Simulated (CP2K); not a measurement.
Runs of CP2K 2026.2 on ZnO (zincite). The structure is hexagonal, space group P6_3mc (No. 186). Conventional cell: a = 3.249 Å, b = 3.249 Å, c = 5.206 Å, α = 90.00°, β = 90.00°, γ = 120.00°. Zn (site symmetry 3m) has 4 O at 1.97 to 1.98 Å as nearest neighbours. O (site symmetry 3m) has 4 Zn at 1.97 to 1.98 Å as nearest neighbours. 

```csv
level,cutoff of the non-local correlation (Ry),gap on the mesh (eV),pressure (GPa),largest force (eV/Å)
LDA,-,0.52,-3.5,0.06
OLYP,-,(a),(d),-
PBEsol,-,0.61,0.4,0.06
BLYP,-,(c),11.5,-
rev-vdW-DF2,300,0.73,(b),-
TPSS,-,0.74,2.7,0.08
```

Alike in all rows: task atomic charges; potentials or basis POTENTIAL_UZH Zn GTH-PBE-q12, O GTH-PBE-q6; TZVP-MOLOPT-PBE-GTH basis; no spin polarisation; cell as given; k mesh 9 × 9 × 5; smearing fermi-dirac 0.05 eV.

Question: Estimate the missing entries.

Answer: (a) 1.25; (b) 4.2; (c) 0.96; (d) 7.6.

Caveats: the potentials were made for another functional, which shifts forces and pressure; the basis of atomic orbitals isn't converged, which shifts pressures, moduli and gaps; the forces don't sum to zero, a sign of grid noise (some runs).

Runs at the PBE level aren't shown here.
